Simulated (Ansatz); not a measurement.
Structure: CdI2 (P-3m1) from a database of computed structures, at its r2SCAN+rVV10 minimum. The symmetry is P-3m1 (No. 164, trigonal); conventional cell a = 4.249 Å, c = 27.542 Å, 35.88 Å³ an atom. Cd has 6 I at 3.00 Å; Cd has 6 I at 2.99–3.00 Å; Cd has 6 I at 2.99 Å; I has 3 Cd at 2.99 Å; I has 3 Cd at 3.00 Å.

3 runs of the PAW code Ansatz on this cell differ in the functional (and in the settings that go with it). Levels are in eV from each run's valence top; v1 is the last filled band, c1 the first empty one.

Run A, mean stress +0.7 GPa (compression positive):

| point | v4 | v3 | v2 | v1 | c1 | c2 |
| --- | --- | --- | --- | --- | --- | --- |
| Γ | -0.09 | -0.09 | -0.03 | -0.03 | 4.13 | 4.76 |
| M | -0.37 | -0.32 | -0.32 | -0.16 | 3.87 | 4.04 |
| K | -0.73 | -0.71 | -0.45 | -0.45 | 4.71 | 4.77 |
| A | -0.05 | -0.05 | -0.04 | -0.04 | 4.32 | 4.33 |
| L | -0.45 | -0.41 | -0.21 | -0.21 | 3.92 | 3.95 |
| H | -0.76 | -0.73 | -0.44 | -0.44 | 4.73 | 4.77 |

Run B, mean stress +0.8 GPa (compression positive):

| point | v4 | v3 | v2 | v1 | c1 | c2 |
| --- | --- | --- | --- | --- | --- | --- |
| Γ | -0.08 | -0.08 | -0.02 | -0.02 | 3.07 | 3.64 |
| M | -0.32 | -0.29 | -0.29 | -0.15 | 2.68 | 2.84 |
| K | -0.66 | -0.65 | -0.41 | -0.41 | 3.44 | 3.50 |
| A | -0.04 | -0.04 | -0.03 | -0.03 | 3.24 | 3.25 |
| L | -0.41 | -0.36 | -0.19 | -0.18 | 2.73 | 2.76 |
| H | -0.69 | -0.66 | -0.39 | -0.39 | 3.46 | 3.50 |

Run C, mean stress +0.8 GPa (compression positive):

| point | v4 | v3 | v2 | v1 | c1 | c2 |
| --- | --- | --- | --- | --- | --- | --- |
| Γ | -0.09 | -0.09 | -0.03 | -0.03 | 3.47 | 4.08 |
| M | -0.35 | -0.31 | -0.31 | -0.16 | 3.19 | 3.35 |
| K | -0.71 | -0.69 | -0.44 | -0.44 | 4.01 | 4.06 |
| A | -0.05 | -0.05 | -0.04 | -0.04 | 3.66 | 3.66 |
| L | -0.43 | -0.40 | -0.21 | -0.20 | 3.24 | 3.27 |
| H | -0.74 | -0.71 | -0.43 | -0.43 | 4.02 | 4.06 |

Q: Match the runs to r2SCAN, HSE06, PBE0.

A: A is PBE0, B is r2SCAN, C is HSE06. In order of the gap: r2SCAN 2.68, HSE06 3.19, PBE0 3.87 eV.

Calculated for a static, non-magnetic cell.

Spin-orbit coupling is left out, which matters wherever the heavy atoms make up the band edges.

The program warns that its thresholds are loose for a hybrid's stress.

The meshes of the hybrids are coarse, so their gaps aren't converged to the digits shown.
